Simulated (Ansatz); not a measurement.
Write an Ansatz input for a single-point calculation of NbAs with PBEsol (scalar-relativistic), a cutoff of 420 eV (density cutoff 4 times that), a Γ-centred 10×10×10 mesh and Gaussian smearing of 0.05 eV, without spin polarisation. Forces, stress and eigenvalues are wanted. The structure:
```
CELL_PARAMETERS angstrom
0.0000000000 2.6031519958 2.6031519958
2.6031519958 0.0000000000 2.6031519958
2.6031519958 2.6031519958 0.0000000000
ATOMIC_POSITIONS crystal
Nb 0.5000000000 0.5000000000 0.5000000000
As 0.0000000000 0.0000000000 0.0000000000
```

```yaml
crystal:
  lattice:
    - [0.0, 2.6031519958, 2.6031519958]
    - [2.6031519958, 0.0, 2.6031519958]
    - [2.6031519958, 2.6031519958, 0.0]
  atoms:
    - { symbol: Nb, position: [0.5, 0.5, 0.5] }
    - { symbol: As, position: [0.0, 0.0, 0.0] }
basis:
  ecutwfc: 420
  ecutrho_ratio: 4
kpoints:
  mp_grid: { grid: [10, 10, 10] }
hamiltonian:
  xc: pbesol
scf:
  occupations: { method: gaussian, width: 0.05 }
output:
  forces: true
  stress: true
  eigenvalues: true
```

Run as written, it has 28 valence electrons, 701 plane waves at Γ, 48 symmetry operations and 47 irreducible k-points; it took 6 SCF iterations in all. 

The start was a prototype's sites filled with these elements. The Crystallography Open Database lists the compound in space group I41md, so this is a trial structure.
